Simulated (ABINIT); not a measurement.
Set up this calculation in ABINIT 10.8.3 (patched build), as the native input.

* Task: band structure
* Functional: PBE
* Potentials or basis: JTH PAW PBE v2.0
* Cutoff: 463 eV
* k mesh: 10 × 10 × 10
* Occupations: fermi-dirac, width 0.05 eV
* Spin: no spin polarisation
* Fine-grid cutoff: 925.187 eV

Ga:

```xyz
1
Lattice="2.7165 0.0000 0.0000 0.0000 2.7165 0.0000 0.0000 0.0000 2.7165" Properties=species:S:1:pos:R:3 pbc="T T T"
Ga    0.0000    0.0000    0.0000
```

The cell was built by a generator and needn't be a form met in nature.

One way to write it, as run:

run.abi

```
# Datasets: ground state, then fixed potential
ndtset 2

# Pseudopotentials
pp_dirpath "./"
pseudos "Ga.GGA_PBE-JTH.xml"

# Structure
acell 3*1.0
rprim
     5.1334032230     0.0000000000     0.0000000000
     0.0000000000     5.1334032230     0.0000000000
     0.0000000000     0.0000000000     5.1334032230
ntypat 1
znucl 31
natom 1
typat 1
xred
     0.0000000000     0.0000000000     0.0000000000

# Plane-wave basis
ecut 462.593566 eV
pawecutdg 34.0
pawxcdev 0

# Exchange and correlation
ixc 11

# Bands and occupations
occopt 3
tsmear 0.05 eV

# SCF cycle
nstep 100

# Output
iomode 3
prtwf 0
prteig 0
prtebands 0
enunit 1
prtden1 1
prtvha1 1
prtvclmb1 1
prtpot1 1

# Dataset 1
kptopt1 1
ngkpt1 10 10 10
nshiftk1 1
shiftk1 0.0 0.0 0.0
nband1 11
tolvrs1 1.0e-9

# Dataset 2: bands along G-X-M-G-R-X
iscf2 -2
getden2 1
nband2 17
nbdbuf2 4
tolwfr2 1.0e-11
kptopt2 -5
ndivsm2 5
prteig2 1
prtvol2 -3
kptbounds2
     0.0000000000     0.0000000000     0.0000000000
     0.0000000000     0.5000000000     0.0000000000
     0.5000000000     0.5000000000     0.0000000000
     0.0000000000     0.0000000000     0.0000000000
     0.5000000000     0.5000000000     0.5000000000
     0.0000000000     0.5000000000     0.0000000000
```

Potentials or basis: JTH PAW PBE v2.0.

Run with:

```sh
$ abinit run.abi > log 2>&1
```

It gave:

* Pressure: 0.0 GPa
* Band gap on the k mesh: none (metal or under the smearing width)
* Valence electrons inside the program's atomic spheres: Ga 11.01 (radii [1.1132] Å)

Wall time 8.8 s on 1 thread of Arm Neoverse V1 (shared host), peak memory 0.09 GiB.
